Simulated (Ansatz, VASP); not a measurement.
# Mg in VASP and in Ansatz

File INCAR:

```
  PREC = Accurate
  ENCUT = 520
  EDIFF = 1E-6
  ISMEAR = -1
  SIGMA = 0.05
  LREAL = False
  LASPH = True
  NELM = 60
  ALGO = Normal
  ISIF = 2
  LWAVE = False
  LCHARG = False
  GGA = CA
  NBANDS = 9
```

File KPOINTS:

```
regular mesh
0
Gamma
  10 10 5
```

The input POSCAR:

```
Mg
1.0
    3.2722434310      0.0000000000      0.0000000000
   -1.6361217155      2.8338459386      0.0000000000
    0.0000000000      0.0000000000      5.3124886887
Mg
2
Direct
    0.6666666667      0.3333333333      0.7500000000
    0.3333333333      0.6666666667      0.2500000000
```

input.yaml

```yaml
crystal:
  lattice:
    - [3.272243431, 0.0, 0.0]
    - [-1.6361217155, 2.8338459386, 0.0]
    - [0.0, 0.0, 5.3124886887]
  atoms:
    - { symbol: Mg, position: [0.6666666667, 0.3333333333, 0.75] }
    - { symbol: Mg, position: [0.3333333333, 0.6666666667, 0.25] }
hamiltonian:
  xc: lda
  pseudopotentials: { kind: paw }
kpoints:
  mp_grid: { grid: [10, 10, 5] }
scf:
  occupations: { method: fermi_dirac, width: 0.05 }
output:
  forces: true
  stress: true
  eigenvalues: true
  write_density: true
  write_potential: true
  elf: true
  volumetric_format: npy
```

Alike in both runs: task single point; functional LDA; k mesh 10 × 10 × 5; occupations fermi-dirac, width 0.05 eV; no spin polarisation.

|  | VASP | Ansatz |
| --- | --- | --- |
| version | VASP 6.6.1 | Ansatz 0.2.0 |
| potentials or method | VASP PAW LDA potentials, release 64 (Mg) | Ansatz PAW |
| plane-wave cutoff (eV) | 520 | 420 |
| valence electrons in the cell | 4 | 20 |

Ansatz gave:

| Quantity | Value |
| --- | --- |
| gap on the k mesh at the Fermi level (eV) | none |
| pressure (GPa) | -3.9 |
| largest component of the traceless stress (GPa) | 0.91 |

Q: Estimate VASP's values.

A: gap on the k mesh at the Fermi level (eV): none; pressure (GPa): -4.2; largest component of the traceless stress (GPa): 0.90.

A gap of «none» marks a metal or a gap that the smearing closes. The two sets of potentials don't hold the same shells in valence.

Caveats: the PAW data sets come from PBE, with cores solved anew for the run's functional, which leaves a small shift of forces and pressure (Ansatz).
